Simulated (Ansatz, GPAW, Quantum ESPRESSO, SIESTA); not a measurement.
# One calculation of InAs, 6 ways

```
In As
1.0
     0.00000    3.01800    3.01800
     3.01800    0.00000    3.01800
     3.01800    3.01800    0.00000
In As
1 1
Cartesian
  0.0000 0.0000 0.0000
  4.5270 4.5270 4.5270
```

Alike in all runs: task band structure; functional LDA; k mesh 8 × 8 × 8; occupations fermi-dirac, width 0.05 eV; no spin polarisation; no spin-orbit coupling. LDA stands for any of its common fits. Pressure is positive in compression and, in plane waves, holds the error of the finite cutoff.

| program and potentials | plane-wave cutoff (eV) | notes | pressure (GPa) |
| --- | --- | --- | --- |
| Quantum ESPRESSO, PseudoDojo 0.4.1 SR LDA stringent | 1361 | 22 valence electrons an atom on average | -0.39 |
| Quantum ESPRESSO, GBRV 1.5 LDA | 762 | 9 valence electrons an atom on average | -0.27 |
| SIESTA, files PseudoDojo sr-lda-0.4.1-standard, DZP (energy shift 0.003 Ry; two zetas on semicore shells) | - | atomic basis; 14 valence electrons an atom on average | -0.26 |
| Ansatz, all-electron LAPW, scalar-relativistic | - | - | -0.27 |
| GPAW, the program's PAW data sets (release 1.2.1) made for this functional | 600 | 9 valence electrons an atom on average | -0.51 |
| Quantum ESPRESSO, PseudoDojo 0.4.1 SR LDA standard | 1088 | 14 valence electrons an atom on average | -0.48 |

The pressure spans -0.51 (GPAW, the program's PAW data sets (release 1.2.1) made for this functional) to -0.26 GPa (SIESTA, files PseudoDojo sr-lda-0.4.1-standard, DZP (energy shift 0.003 Ry; two zetas on semicore shells)), with all-electron results at -0.27. Rows in atomic bases carry the error of their basis and grid, which can be large.

The functional is the same throughout but for its coding, so the spread measures potentials, basis and numerics; runs on potential files found faulty are left out.
